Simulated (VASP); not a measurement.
# SiC in VASP: one cell, several levels of theory

Aim: gap, levels, forces and stress of SiC built on the zincblende prototype, under -3.8 % strain along [111] alone at fixed geometry. Runs: PBE, r2SCAN. The results are then set beside those of Ansatz 0.2.0 for the same cell.

The runs shown are made with VASP 6.6.1. PAW datasets, plane waves. Calculated at 0 K for a non-magnetic cell.

## Step 1: The structure to begin with

The cell comes from an earlier relaxation with r2SCAN in another program, then strained, with the atoms relaxed again.

The symmetry is R3m (No. 160, trigonal); a = 3.080 Å, c = 7.262 Å in the conventional setting, 9.95 Å³ an atom. Around Si lie 4 C at 1.84–1.87 Å; around C lie 4 Si at 1.84–1.87 Å.

Coordinates:

```cif
data_structure
_symmetry_space_group_name_H-M 'P 1'
_symmetry_Int_Tables_number 1
_cell_length_a 3.0037
_cell_length_b 3.0037
_cell_length_c 3.0037
_cell_angle_alpha 61.693
_cell_angle_beta 61.693
_cell_angle_gamma 61.693
_cell_volume 19.89
loop_
_atom_site_label
_atom_site_type_symbol
_atom_site_fract_x
_atom_site_fract_y
_atom_site_fract_z
_atom_site_occupancy
Si1 Si 0.99852 0.99852 0.99852 1
C1 C 0.25148 0.25148 0.25148 1
```

## Step 2: PBE

INCAR reads:

```
ENCUT = 520.000000
SIGMA = 0.020000
EDIFF = 1.00e-07
GGA = PE
PREC = Accurate
IBRION = -1
ISIF = 2
ISMEAR = -1
NBANDS = 11
NELM = 120
NSW = 0
LASPH = .TRUE.
LCHARG = .FALSE.
LWAVE = .FALSE.
LREAL = .FALSE.
```

KPOINTS reads:

```
KPOINTS created by Atomic Simulation Environment
0
Gamma
10 10 10
0 0 0
```

KPOINTS_OPT reads:

```
special points
6
Reciprocal
0.0000000000 0.0000000000 0.0000000000 1
-0.5000000000 -0.5000000000 0.0000000000 1
-0.3750000000 -0.3750000000 0.2500000000 1
-0.3750000000 0.0000000000 0.3750000000 1
0.0000000000 0.0000000000 0.5000000000 1
-0.5000000000 -0.2500000000 0.2500000000 1
```

POSCAR reads:

```
Si C
 1.0000000000000000
    -0.0544513087000000    2.1236010390000000    2.1236010390000000
     2.1236010390000000   -0.0544513087000000    2.1236010390000000
     2.1236010390000000    2.1236010390000000   -0.0544513087000000
 Si  C
   1   1
Cartesian
 -0.0062170117911017 -0.0062170117911017 -0.0062170117911017
  1.0544047041161020  1.0544047041161020  1.0544047041161020
```

Potentials: the recommended PBE PAW datasets, 8 valence electrons in the neutral cell.

Started as:

```
mpirun -np 1 vasp_std
```

Standard output, without the iteration lines:

```text
POSCAR found type information on POSCAR SiC
 POSCAR found :  2 types and       2 ions
 LDA part: xc-table for (Slater+PW92), standard interpolation
 POSCAR, INCAR and KPOINTS ok, starting setup
 FFT: planning ... GRIDC
 FFT: planning ... GRID_SOFT
 FFT: planning ... GRID
 WAVECAR not read
 entering main loop
 Start KPOINTS_OPT (optional k-point list driver)
k-point batch [1-6\6]
```

OSZICAR:

```text
N       E                     dE             d eps       ncg     rms          rms(c)
DAV:   1     0.344060651928E+01    0.34406E+01   -0.40074E+03  2656   0.612E+02
DAV:   2    -0.163836154422E+02   -0.19824E+02   -0.19119E+02  3226   0.112E+02
DAV:   3    -0.169585762622E+02   -0.57496E+00   -0.57388E+00  3136   0.157E+01
DAV:   4    -0.169606161500E+02   -0.20399E-02   -0.20398E-02  2901   0.120E+00
DAV:   5    -0.169606249032E+02   -0.87532E-05   -0.87527E-05  3125   0.722E-02    0.924E+00
DAV:   6    -0.150578803696E+02    0.19027E+01   -0.65735E+00  2891   0.117E+01    0.413E+00
DAV:   7    -0.149947531554E+02    0.63127E-01   -0.43876E-01  3093   0.376E+00    0.186E+00
DAV:   8    -0.149865918213E+02    0.81613E-02   -0.21517E-02  2900   0.976E-01    0.173E-01
DAV:   9    -0.149866986171E+02   -0.10680E-03   -0.16250E-03  3171   0.237E-01    0.114E-01
DAV:  10    -0.149867985253E+02   -0.99908E-04   -0.21863E-04  2825   0.924E-02    0.284E-02
DAV:  11    -0.149868025134E+02   -0.39881E-05   -0.33626E-05  3047   0.322E-02    0.776E-03
DAV:  12    -0.149868026492E+02   -0.13585E-06   -0.16567E-06  2954   0.799E-03    0.143E-03
DAV:  13    -0.149868027197E+02   -0.70462E-07   -0.15271E-07  2894   0.267E-03
   1 F= -.14986803E+02 E0= -.14986803E+02  d E =-.554513E-13
       N       E                     dE             ncg
DAV:   1     0.896475923371E+03   -0.16925E+04      148
DAV:   2     0.794750886049E+03   -0.10173E+03      179
DAV:   3     0.792652173299E+03   -0.20987E+01      168
DAV:   4     0.792645767753E+03   -0.64055E-02      153
DAV:   5     0.792645740640E+03   -0.27113E-04      165
DAV:   6     0.792645740477E+03   -0.16228E-06      158
DAV:   7     0.792645740477E+03   -0.71327E-09      154
```

The lines after F= are the extra pass for the points of KPOINTS_OPT, at fixed density; their E is not a total energy.

OUTCAR, selected sections:

```text
k-points           NKPTS =    116   k-points in BZ     NKDIM =    116   number of bands    NBANDS=     11

   NELECT =       8.0000    total number of electrons

   dimension x,y,z NGX =    24 NGY =   24 NGZ =   24
   dimension x,y,z NGXF=    48 NGYF=   48 NGZF=   48

  energy-cutoff  :      520.00
  volume of cell :       19.89
      direct lattice vectors                 reciprocal lattice vectors
    -0.054451309  2.123601039  2.123601039    -0.226581558  0.232544230  0.232544230
     2.123601039 -0.054451309  2.123601039     0.232544230 -0.226581558  0.232544230
     2.123601039  2.123601039 -0.054451309     0.232544230  0.232544230 -0.226581558

 k-points in reciprocal lattice and weights: KPOINTS created by Atomic Simulation Env
   0.00000000  0.00000000  0.00000000       0.001
   0.10000000 -0.00000000 -0.00000000       0.006
   0.20000000 -0.00000000 -0.00000000       0.006
   0.30000000  0.00000000  0.00000000       0.006
   0.40000000 -0.00000000 -0.00000000       0.006
   0.50000000  0.00000000 -0.00000000       0.003
   0.10000000  0.10000000 -0.00000000       0.006
   0.20000000  0.10000000 -0.00000000       0.012
[... 108 more k-points ...]

 E-fermi :   9.2981

 k-point     1 :       0.0000    0.0000    0.0000
  band No.  band energies     occupation
      1      -7.1606      2.00000
      2       8.4302      2.00000
      3       8.4302      2.00000
      4       8.8237      2.00000
      5      14.9668      0.00000
      6      15.8727      0.00000
      7      15.8727      0.00000
      8      17.0189      0.00000
      9      23.3039      0.00000
     10      23.3039      0.00000
     11      25.6432      0.00000

 k-point     2 :       0.1000   -0.0000   -0.0000
  band No.  band energies     occupation
      1      -6.9628      2.00000
      2       7.4291      2.00000
      3       8.3114      2.00000
      4       8.6512      2.00000
      5      15.3087      0.00000
      6      16.1276      0.00000
      7      16.1871      0.00000
      8      17.1798      0.00000
      9      22.2627      0.00000
     10      22.4738      0.00000
     11      25.2528      0.00000

 k-point     3 :       0.2000   -0.0000   -0.0000
  band No.  band energies     occupation
      1      -6.3778      2.00000
      2       5.2670      2.00000
      3       8.0386      2.00000
      4       8.3288      2.00000
      5      15.1691      0.00000
      6      16.5378      0.00000
      7      16.9459      0.00000
      8      17.8253      0.00000
      9      21.4422      0.00000
     10      21.9994      0.00000
     11      24.3782      0.00000

 k-point     4 :       0.3000    0.0000    0.0000
  band No.  band energies     occupation
      1      -5.4410      2.00000
      2       2.9113      2.00000
      3       7.7585      2.00000
      4       7.9997      2.00000
      5      14.8310      0.00000
      6      16.4396      0.00000
      7      16.8374      0.00000
      8      18.6356      0.00000
      9      22.1361      0.00000
     10      22.9548      0.00000
     11      24.2215      0.00000

 k-point     5 :       0.4000   -0.0000   -0.0000
  band No.  band energies     occupation
      1      -4.2790      2.00000
      2       0.8207      2.00000
      3       7.5658      2.00000
      4       7.7703      2.00000
      5      14.5885      0.00000
      6      16.0542      0.00000
      7      16.4491      0.00000
      8      18.9075      0.00000
      9      24.0169      0.00000
     10      24.4600      0.00000
     11      25.3526      0.00000

 k-point     6 :       0.5000    0.0000   -0.0000
  band No.  band energies     occupation
      1      -3.5340      2.00000
      2      -0.2443      2.00000
      3       7.4988      2.00000
      4       7.6895      2.00000
      5      14.5050      0.00000
      6      15.8785      0.00000
      7      16.2808      0.00000
      8      18.9154      0.00000
      9      25.1009      0.00000
     10      25.6095      0.00000
     11      26.8226      0.00000

 k-point     7 :       0.1000    0.1000   -0.0000
  band No.  band energies     occupation
      1      -6.8916      2.00000
      2       7.7567      2.00000
      3       7.9223      2.00000
      4       8.2940      2.00000
      5      15.1498      0.00000
      6      15.8875      0.00000
      7      16.6393      0.00000
      8      17.4321      0.00000
      9      20.8733      0.00000
     10      23.6032      0.00000
     11      26.4844      0.00000

[... the tables of k-points 8 to 116 left out ...]

  Total        1.6054628      1.6054628      1.6054628      0.8277872      0.8277872      0.8277872
  in kB      129.3228181    129.3228181    129.3228181     66.6796993     66.6796993     66.6796993
  external PRESSURE =     129.3228181 kB  Pullay stress =       0.0000000 kB

 POSITION                                       TOTAL-FORCE (eV/Angst)
 -----------------------------------------------------------------------------------
      4.18653      4.18653      4.18653        -0.024568     -0.024568     -0.024568
      1.05440      1.05440      1.05440         0.024568      0.024568      0.024568
 -----------------------------------------------------------------------------------
    total drift:                                0.000065      0.000065      0.000065

  FREE ENERGIE OF THE ION-ELECTRON SYSTEM (eV)
  ---------------------------------------------------
  free  energy   TOTEN  =       -14.9868027197 eV

  energy  without entropy=      -14.9868027197  energy(sigma->0) =      -14.98680272
```

Hardware: 1 MPI rank of Intel Xeon 6975P-C, shared host.

The levels at the points of KPOINTS_OPT are read from vasprun.xml.

Near the gap, in eV above the top of the last filled band v; c is the band after it:

```csv
point,v−1,v,c,c+1
Γ,-0.39,0.00,6.14,7.05
X,-3.76,-3.28,1.02,4.24
U,-5.93,-3.12,2.64,8.03
K,-6.06,-2.69,3.08,7.45
L,-1.33,-1.13,5.68,7.05
W,-5.44,-5.09,4.96,9.10
```

The PBE gap is 1.02 eV and indirect (Γ to X), with 4.29 eV as the least direct one. Pressure: 12.93 GPa, and the largest force is 0.043 eV/Å, on atom 1 (Si).

## Step 3: Single point with r2SCAN

INCAR reads:

```
ENCUT = 520.000000
SIGMA = 0.010000
EDIFF = 1.00e-07
ALGO = Normal
METAGGA = R2SCAN
PREC = Accurate
IBRION = -1
ISIF = 2
ISMEAR = 0
NBANDS = 11
NELM = 120
NSW = 0
LASPH = .TRUE.
LCHARG = .FALSE.
LWAVE = .FALSE.
LREAL = .FALSE.
```

KPOINTS is that of step 2.

KPOINTS_OPT is that of step 2.

POSCAR is that of step 2.

Started as:

```
mpirun -np 1 vasp_std
```

Printed to the terminal (iteration lines stand in OSZICAR):

```text
POSCAR found type information on POSCAR SiC
 POSCAR found :  2 types and       2 ions
 -----------------------------------------------------------------------------
|                                                                             |
|                                                                             |
|     You enforced a specific xc type in the INCAR file but a different       |
|     I HOPE YOU KNOW WHAT YOU ARE DOING!                                     |
|                                                                             |
 -----------------------------------------------------------------------------

 LDA part: xc-table for (None), standard interpolation
 POSCAR, INCAR and KPOINTS ok, starting setup
 FFT: planning ... GRIDC
 FFT: planning ... GRID_SOFT
 FFT: planning ... GRID
 WAVECAR not read
 entering main loop
 Start KPOINTS_OPT (optional k-point list driver)
k-point batch [1-6\6]
```

OSZICAR:

```text
N       E                     dE             d eps       ncg     rms          rms(c)
DAV:   1    -0.139159138475E+01   -0.13916E+01   -0.41443E+03  2656   0.632E+02
DAV:   2    -0.217688790527E+02   -0.20377E+02   -0.19674E+02  3208   0.116E+02
DAV:   3    -0.223490594846E+02   -0.58018E+00   -0.57906E+00  3136   0.160E+01
DAV:   4    -0.223510622236E+02   -0.20027E-02   -0.20026E-02  2910   0.121E+00
DAV:   5    -0.223510705382E+02   -0.83146E-05   -0.83146E-05  3125   0.722E-02    0.964E+00
DAV:   6    -0.192415789443E+02    0.31095E+01   -0.50797E+00  2870   0.109E+01    0.537E+00
DAV:   7    -0.192612883770E+02   -0.19709E-01   -0.56223E-01  3144   0.435E+00    0.256E+00
DAV:   8    -0.192716272138E+02   -0.10339E-01   -0.21020E-02  2795   0.112E+00    0.206E-01
DAV:   9    -0.192719869380E+02   -0.35972E-03   -0.43479E-04  3330   0.189E-01    0.149E-01
DAV:  10    -0.192720602635E+02   -0.73325E-04   -0.79220E-05  2792   0.786E-02    0.103E-02
DAV:  11    -0.192720601909E+02    0.72624E-07   -0.26722E-06  3167   0.123E-02    0.508E-03
DAV:  12    -0.192720603886E+02   -0.19775E-06   -0.38055E-07  2921   0.479E-03    0.116E-03
DAV:  13    -0.192720603773E+02    0.11285E-07   -0.25811E-08  1660   0.128E-03
   1 F= -.19272060E+02 E0= -.19272060E+02  d E =-.796442E-65
       N       E                     dE             ncg
DAV:   1     0.881581863958E+03   -0.17074E+04      148
DAV:   2     0.774874863104E+03   -0.10671E+03      179
DAV:   3     0.772763827814E+03   -0.21110E+01      168
DAV:   4     0.772757503155E+03   -0.63247E-02      153
DAV:   5     0.772757476588E+03   -0.26567E-04      165
DAV:   6     0.772757476432E+03   -0.15581E-06      161
DAV:   7     0.772757476431E+03   -0.94019E-09      157
```

OUTCAR, selected sections:

```text
k-points           NKPTS =    116   k-points in BZ     NKDIM =    116   number of bands    NBANDS=     11

   NELECT =       8.0000    total number of electrons

   dimension x,y,z NGX =    24 NGY =   24 NGZ =   24
   dimension x,y,z NGXF=    48 NGYF=   48 NGZF=   48

  energy-cutoff  :      520.00
  volume of cell :       19.89
      direct lattice vectors                 reciprocal lattice vectors
    -0.054451309  2.123601039  2.123601039    -0.226581558  0.232544230  0.232544230
     2.123601039 -0.054451309  2.123601039     0.232544230 -0.226581558  0.232544230
     2.123601039  2.123601039 -0.054451309     0.232544230  0.232544230 -0.226581558

 k-points in reciprocal lattice and weights: KPOINTS created by Atomic Simulation Env
   0.00000000  0.00000000  0.00000000       0.001
   0.10000000 -0.00000000 -0.00000000       0.006
   0.20000000 -0.00000000 -0.00000000       0.006
   0.30000000  0.00000000  0.00000000       0.006
   0.40000000 -0.00000000 -0.00000000       0.006
   0.50000000  0.00000000 -0.00000000       0.003
   0.10000000  0.10000000 -0.00000000       0.006
   0.20000000  0.10000000 -0.00000000       0.012
[... 108 more k-points ...]

 E-fermi :   8.8236

 k-point     1 :       0.0000    0.0000    0.0000
  band No.  band energies     occupation
      1      -8.0682      2.00000
      2       8.2990      2.00000
      3       8.2990      2.00000
      4       8.7062      2.00000
      5      15.4378      0.00000
      6      16.2964      0.00000
      7      16.2964      0.00000
      8      17.5157      0.00000
      9      23.8928      0.00000
     10      23.8928      0.00000
     11      26.8153      0.00000

 k-point     2 :       0.1000   -0.0000   -0.0000
  band No.  band energies     occupation
      1      -7.8632      2.00000
      2       7.2590      2.00000
      3       8.1749      2.00000
      4       8.5260      2.00000
      5      15.7829      0.00000
      6      16.5671      0.00000
      7      16.6674      0.00000
      8      17.6930      0.00000
      9      22.8642      0.00000
     10      23.0711      0.00000
     11      26.2563      0.00000

 k-point     3 :       0.2000   -0.0000   -0.0000
  band No.  band energies     occupation
      1      -7.2584      2.00000
      2       5.0073      2.00000
      3       7.8890      2.00000
      4       8.1879      2.00000
      5      15.6372      0.00000
      6      17.0018      0.00000
      7      17.4607      0.00000
      8      18.4518      0.00000
      9      22.0370      0.00000
     10      22.6101      0.00000
     11      25.3314      0.00000

 k-point     4 :       0.3000    0.0000    0.0000
  band No.  band energies     occupation
      1      -6.2942      2.00000
      2       2.5591      2.00000
      3       7.5940      2.00000
      4       7.8416      2.00000
      5      15.2976      0.00000
      6      16.8897      0.00000
      7      17.3090      0.00000
      8      19.3838      0.00000
      9      22.8051      0.00000
     10      23.6676      0.00000
     11      25.1814      0.00000

 k-point     5 :       0.4000   -0.0000   -0.0000
  band No.  band energies     occupation
      1      -5.1148      2.00000
      2       0.4082      2.00000
      3       7.3904      2.00000
      4       7.5993      2.00000
      5      15.0507      0.00000
      6      16.4772      0.00000
      7      16.8891      0.00000
      8      19.6991      0.00000
      9      24.8373      0.00000
     10      25.4171      0.00000
     11      26.3149      0.00000

 k-point     6 :       0.5000    0.0000   -0.0000
  band No.  band energies     occupation
      1      -4.3842      2.00000
      2      -0.6571      2.00000
      3       7.3193      2.00000
      4       7.5138      2.00000
      5      14.9650      0.00000
      6      16.2908      0.00000
      7      16.7098      0.00000
      8      19.7129      0.00000
      9      26.2076      0.00000
     10      26.6158      0.00000
     11      27.8844      0.00000

 k-point     7 :       0.1000    0.1000   -0.0000
  band No.  band energies     occupation
      1      -7.7895      2.00000
      2       7.5968      2.00000
      3       7.7708      2.00000
      4       8.1541      2.00000
      5      15.5976      0.00000
      6      16.3768      0.00000
      7      17.1095      0.00000
      8      17.9616      0.00000
      9      21.4561      0.00000
     10      24.2106      0.00000
     11      27.5680      0.00000

[... the tables of k-points 8 to 116 left out ...]

  Total        1.1568319      1.1568319      1.1568319      0.8699532      0.8699532      0.8699532
  in kB       93.1848196     93.1848196     93.1848196     70.0762405     70.0762405     70.0762405
  external PRESSURE =      93.1848196 kB  Pullay stress =       0.0000000 kB

 POSITION                                       TOTAL-FORCE (eV/Angst)
 -----------------------------------------------------------------------------------
      4.18653      4.18653      4.18653         0.002031      0.002031      0.002031
      1.05440      1.05440      1.05440        -0.002031     -0.002031     -0.002031
 -----------------------------------------------------------------------------------
    total drift:                               -0.000022     -0.000022     -0.000022

  FREE ENERGIE OF THE ION-ELECTRON SYSTEM (eV)
  ---------------------------------------------------
  free  energy   TOTEN  =       -19.2720603773 eV

  energy  without entropy=      -19.2720603773  energy(sigma->0) =      -19.27206038
```

Hardware: 1 MPI rank of Intel Xeon 6975P-C, shared host.

The levels at the points of KPOINTS_OPT are read from vasprun.xml.

Band energies at the special points (eV, zero at the top of v, the last band that the electrons fill by count):

```csv
point,v−1,v,c,c+1
Γ,-0.41,0.00,6.73,7.59
X,-3.93,-3.43,1.38,4.75
U,-6.11,-3.26,3.07,8.70
K,-6.25,-2.82,3.53,8.08
L,-1.39,-1.19,6.26,7.58
W,-5.64,-5.22,5.48,9.79
```

r2SCAN gives an indirect gap of 1.38 eV, from Γ to X; the least direct gap is 4.81 eV. Pressure: 9.32 GPa; the forces vanish within 0.01 eV/Å.

## Step 4: What came out

```
 level  gap (eV)  pressure (GPa)  Ansatz: gap (eV)  Ansatz: pressure (GPa)
   PBE      1.02           12.93              1.02                   13.01
r2SCAN      1.38            9.32              1.37                    9.54
```

**Reading.** The gap spans 1.02 eV (PBE) to 1.38 eV (r2SCAN). The pressure is highest with PBE (12.9 GPa) and lowest with r2SCAN (9.3 GPa), which orders the cells that they would relax to. The two programs agree on the gap within 0.02 eV, far less than the spread between functionals. Each program uses its own PAW datasets and cutoff.
